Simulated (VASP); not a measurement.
Set up this calculation in VASP 6.6.1, as the native input.

```yaml
Task: single point
Functional: PBE
Potentials_or_basis: VASP PAW PBE potentials, release 64 (Be, S)
Cutoff: 520 eV
k_mesh: 6 × 6 × 6
Occupations: gaussian, width 0.1 eV
Spin: no spin polarisation
Dipole_correction: no
Further_INCAR_settings: ALGO = Normal; EDIFF = 1e-06; NBANDS = 11
```

The structure of BeS lies in POSCAR:

```
BeS
1.0
    0.0000000000      2.4250000000      2.4250000000
    2.4250000000      0.0000000000      2.4250000000
    2.4250000000      2.4250000000      0.0000000000
Be S
1 1
Direct
    0.0000000000      0.0000000000      0.0000000000
    0.7500000000      0.7500000000      0.7500000000
```

The input as run:

INCAR

```
SYSTEM = BeS
ALGO = Normal
EDIFF = 1E-6
ENCUT = 520
GGA = PE
ISIF = 2
ISMEAR = 0
LASPH = .True.
LCHARG = .False.
LREAL = .False.
LWAVE = .False.
NBANDS = 11
NELM = 100
PREC = Accurate
SIGMA = 0.1
```

KPOINTS

```
k-points
0
Gamma
  6 6 6
  0 0 0
```

Potentials or basis: VASP PAW PBE potentials, release 64 (Be, S).

Launch:

```console
$ cat potpaw_PBE.64/Be/POTCAR potpaw_PBE.64/S/POTCAR > POTCAR
$ mpirun -np 1 vasp_std > vasp.out
```

Results of the run:

```
Pressure               : 1.6 GPa
Band gap on the k mesh : 3.11 eV, indirect (least direct gap 5.67 eV)
```

Wall time 3.2 s on 1 thread of Intel(R) Xeon(R) 6975P-C (Granite Rapids), on a shared host, peak memory 0.15 GiB.
